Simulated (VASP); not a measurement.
Input of a VASP 6.6.1 run:

The input INCAR:

```
  ALGO = Normal
  EDIFF = 1E-6
  ENCUT = 520
  GGA = PE
  ISIF = 2
  ISMEAR = -1
  LASPH = T
  LCHARG = F
  LREAL = F
  LWAVE = F
  NBANDS = 28
  NELM = 100
  PREC = Accurate
  SIGMA = 0.05
```

File KPOINTS:

```
k-points
0
Gamma
  4 4 3
```

Contents of POSCAR:

```
PbO
1.0
    3.9900000000      0.0000000000      0.0000000000
    0.0000000000      3.9900000000      0.0000000000
    2.9925000000      0.0000000000      5.0100000000
Pb O
2 2
Direct
   -0.1800000000      0.5000000000      0.2400000000
   -0.0700000000      0.0000000000      0.7600000000
    0.0000000000      0.0000000000      0.0000000000
    0.5000000000      0.5000000000      0.0000000000
```

Potentials or basis: VASP PAW PBE potentials, release 64 (Pb_d, O).

The run is started by

```console
$ cat potpaw_PBE.64/Pb_d/POTCAR potpaw_PBE.64/O/POTCAR > POTCAR
$ mpirun -np 1 vasp_std > vasp.out
```

(1) Estimate the pressure.

(2) Predict the band gap on the k mesh.

## Answers

(1) 34.1 GPa.

(2) 1.23 eV, indirect (least direct gap 2.26 eV).

Caveat: the k mesh is coarse (spacing up to 0.46 Å⁻¹), so the values aren't converged; a pressure of tens of GPa on the cell as given is suspect, and the run, the potentials or the cell itself is likely at fault; spin-orbit coupling is left out, which as a rule narrows the gap of such compounds by several tenths of an eV; an odd mesh through Γ misses points on the zone boundary, where band edges often lie; forces of over 1 eV/Å show positions far from the minimum, so gaps and moduli don't describe the material at rest.
